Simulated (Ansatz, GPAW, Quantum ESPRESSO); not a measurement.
# One calculation of TiPt3, 4 ways

```xyz
4
Lattice="3.8970 0.0000 0.0000 0.0000 3.8970 0.0000 0.0000 0.0000 3.8970" Properties=species:S:1:pos:R:3 pbc="T T T"
Pt    1.9224    1.9312    0.0416
Pt    1.9634   -0.0300    1.8968
Pt    0.0332    1.9863    1.9836
Ti   -0.0507    0.0207    0.0175
```

Atoms were shifted at random by some hundredths of an Å from the given cell, which wasn't relaxed again for these runs.

Alike in all runs: task single point; functional PBEsol; k mesh 7 × 7 × 7; occupations fermi-dirac, width 0.05 eV; no spin polarisation; no spin-orbit coupling. Pressure is positive in compression and, in plane waves, holds the error of the finite cutoff, which Ansatz's Pulay term estimates and takes out.

```json
{"program and potentials": "Ansatz, Ansatz PAW", "plane-wave cutoff (eV)": "420", "notes": "potentials made for PBE, which Ansatz adapts in part; 16.5 valence electrons an atom on average; Pulay term of +0.06 GPa included", "pressure (GPa)": "1.44", "largest force (eV/Å)": "0.998", "energy over the undisturbed cell (meV/atom)": "18.70"}
{"program and potentials": "Ansatz, all-electron LAPW, scalar-relativistic", "plane-wave cutoff (eV)": "-", "notes": "-", "pressure (GPa)": "1.42", "largest force (eV/Å)": "0.999", "energy over the undisturbed cell (meV/atom)": "-"}
{"program and potentials": "Quantum ESPRESSO, GBRV 1.5 PBEsol", "plane-wave cutoff (eV)": "612", "notes": "15 valence electrons an atom on average", "pressure (GPa)": "0.56", "largest force (eV/Å)": "0.995", "energy over the undisturbed cell (meV/atom)": "18.64"}
{"program and potentials": "GPAW, PAW data sets generated for this functional", "plane-wave cutoff (eV)": "600", "notes": "15 valence electrons an atom on average", "pressure (GPa)": "1.32", "largest force (eV/Å)": "0.988", "energy over the undisturbed cell (meV/atom)": "18.52"}
```

Force on atom 2 (Pt), eV/Å:

| program and potentials | x | y | z |
| --- | --- | --- | --- |
| Ansatz, Ansatz PAW | 0.017 | 0.622 | 0.780 |
| Ansatz, all-electron LAPW, scalar-relativistic | 0.017 | 0.623 | 0.781 |
| Quantum ESPRESSO, GBRV 1.5 PBEsol | 0.017 | 0.621 | 0.778 |
| GPAW, PAW data sets generated for this functional | 0.010 | 0.611 | 0.776 |

The pressure spans 0.56 (Quantum ESPRESSO, GBRV 1.5 PBEsol) to 1.44 GPa (Ansatz, Ansatz PAW), with all-electron results at 1.42.

Differences between rows come from potentials, basis sets and numerical settings, since the functional is the same but for its coding. Runs on potential files found faulty are left out.
